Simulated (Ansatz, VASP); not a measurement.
# NbSi in VASP and in Ansatz

Contents of INCAR:

```
PREC = Accurate
ENCUT = 520
EDIFF = 1E-6
ISMEAR = -1
SIGMA = 0.05
LREAL = False
LASPH = True
NELM = 60
ALGO = Normal
ISIF = 2
LWAVE = False
LCHARG = False
GGA = PE
NBANDS = 16
```

Contents of KPOINTS:

```
Automatic mesh
0
Gamma
  9 9 9
```

The input POSCAR:

```
NbSi
1.0
    0.0000000000      2.6243100707      2.6243100707
    2.6243100707      0.0000000000      2.6243100707
    2.6243100707      2.6243100707      0.0000000000
Nb Si
1 1
Direct
    0.0000000000      0.0000000000      0.0000000000
    0.5000000000      0.5000000000      0.5000000000
```

input.yaml

```yaml
crystal:
  lattice:
    - [0.0, 2.6243100707, 2.6243100707]
    - [2.6243100707, 0.0, 2.6243100707]
    - [2.6243100707, 2.6243100707, 0.0]
  atoms:
    - { symbol: Nb, position: [0.0, 0.0, 0.0] }
    - { symbol: Si, position: [0.5, 0.5, 0.5] }
hamiltonian:
  xc: pbe
  pseudopotentials: { kind: paw }
kpoints:
  mp_grid: { grid: [9, 9, 9] }
scf:
  occupations: { method: fermi_dirac, width: 0.05 }
output:
  forces: true
  stress: true
  eigenvalues: true
```

The cell was built by a generator and needn't be a form met in nature.

Alike in both runs: task single point; functional PBE; k mesh 9 × 9 × 9; occupations fermi-dirac, width 0.05 eV; no spin polarisation.

```csv
,VASP,Ansatz
version,VASP 6.6.1,Ansatz 0.2.0
potentials or method,"VASP PAW PBE potentials, release 64 (Nb_sv, Si)",Ansatz PAW
plane-wave cutoff (eV),520,420
valence electrons in the cell,17,17
```

|  | VASP | Ansatz | Ansatz less VASP |
| --- | --- | --- | --- |
| gap on the k mesh at the Fermi level (eV) | none | none | - |
| pressure (GPa) | -8.0 | -7.8 | +0.15 |

A gap of «none» marks a metal or a gap that the smearing closes.
